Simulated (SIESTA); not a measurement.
Runs of SIESTA 5.4.2 on Gd. Symmetry: P6_3/mmc, No. 194, hexagonal system. Conventional cell: a = 3.636 Å, b = 3.636 Å, c = 5.783 Å, α = 90.00°, β = 90.00°, γ = 120.00°. Around Gd (site symmetry -6m2) lie 12 Gd at 3.57 to 3.64 Å. 

```tsv
task	level	potentials or basis	cell	optimiser	force tolerance	energy shift	gap on the mesh (eV)	pressure (GPa)	moment (μB)
band structure	PBE	PseudoDojo 3+ lanthanides (4f in the core) (PBE files), DZP (energy shift 0.003 Ry; two zetas on semicore shells)	as given	-	-	0.003 Ry	none	-0.3	0.00
band structure	BLYP	PseudoDojo 3+ lanthanides (4f in the core) (PBE files), DZP (energy shift 0.002 Ry)	as given	-	-	0.002 Ry	none	(a)	0.00
relaxation of cell and atoms	PBE	PseudoDojo 3+ lanthanides (4f in the core) (PBE files), DZ (energy shift 0.002 Ry; radii capped at 9.5 bohr)	relaxed	Broyden	0.02 eV/Å	0.002 Ry	none	0.0	0.00
band structure	PBE	PseudoDojo 3+ lanthanides (4f in the core) (PBE files), TZDP (energy shift 0.002 Ry; radii capped at 9.5 bohr)	as given	-	-	0.002 Ry	none	-0.3	0.00
band structure	PBE	PseudoDojo 3+ lanthanides (4f in the core) (PBE files), SZ (energy shift 0.002 Ry; radii capped at 9.5 bohr)	as given	-	-	0.002 Ry	none	-3.0	0.00
```

Alike in all rows: spin collinear, ferromagnetic start; k mesh 8 × 8 × 5; smearing fermi-dirac 0.05 eV; grid cutoff 800 Ry.

Problem. Estimate the missing entries.

Solution. (a) 0.9.

Caveats: spin-orbit coupling is left out, which moves the levels of the heavy elements; the 4f electrons are frozen in the core as for a trivalent ion, so they carry no moment and show no levels; the basis of atomic orbitals isn't converged, which shifts pressures, moduli and gaps; semicore shells carry a single zeta, which can move pressures by several GPa and volumes by a few percent (some runs); the basis has no polarisation orbitals (some runs); the potentials were made for another functional, which shifts forces and pressure (some runs).

A k mesh can miss the band edges, and the runs leave out spin-orbit coupling on Gd.

A gap of «none» marks a metal or a gap under the smearing width.

Not every run made on this cell is shown here.
